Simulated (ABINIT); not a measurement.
**ZrN: band structure with BP86**

The system is ZrN.

```
Zr N
1.0
     0.00000    2.30000    2.30000
     2.30000    0.00000    2.30000
     2.30000    2.30000    0.00000
Zr N
1 1
Direct
  0.50000 0.50000 0.50000
  0.00000 0.00000 0.00000
```

```yaml
Program: ABINIT 10.8.3 (patched build)
Task: band structure
Functional: BP86
Potentials_or_basis: JTH PAW PBE v2.0
Cutoff: 707 eV
k_mesh: 10 × 10 × 10
Occupations: fermi-dirac, width 0.05 eV
Spin: no spin polarisation
Fine-grid_cutoff: 1306.15 eV
Exchange_and_correlation_inside_the_PAW_spheres: full angular mesh (pawxcdev 0, this build's default; the released program takes 1)
```

```yaml
Pressure: -0.2 GPa
Band_gap_on_the_k_mesh: none (metal or under the smearing width)
Valence_electrons_inside_the_program's_atomic_spheres: Zr 9.08; N 2.57
```

Levels at the corners of the path, in eV from the Fermi level:
```
point  band 6  band 7  band 8  band 9  band 10  band 11
    Γ   -2.69   -2.69   -2.69   -0.44    -0.44    -0.44
    X   -4.58   -3.44   -3.20   -3.20     3.25     4.38
    W   -5.44   -4.75   -4.75    0.97     0.97     4.39
    K   -5.49   -4.75   -4.48   -0.73     3.31     3.55
    Γ   -2.69   -2.69   -2.69   -0.44    -0.44    -0.44
    L   -7.62   -5.69   -5.69    2.92     2.97     2.97
    U   -5.49   -4.75   -4.48   -0.73     3.31     3.55
    W   -5.44   -4.75   -4.75    0.97     0.97     4.39
    L   -7.62   -5.69   -5.69    2.92     2.97     2.97
    K   -5.49   -4.75   -4.48   -0.73     3.31     3.55
```

Run time: 65 s on 1 thread of Arm Neoverse V1, with other jobs on the host, peak memory 0.14 GiB.

Caveat: the PAW data sets were made with another functional, which shifts forces and pressure a little.
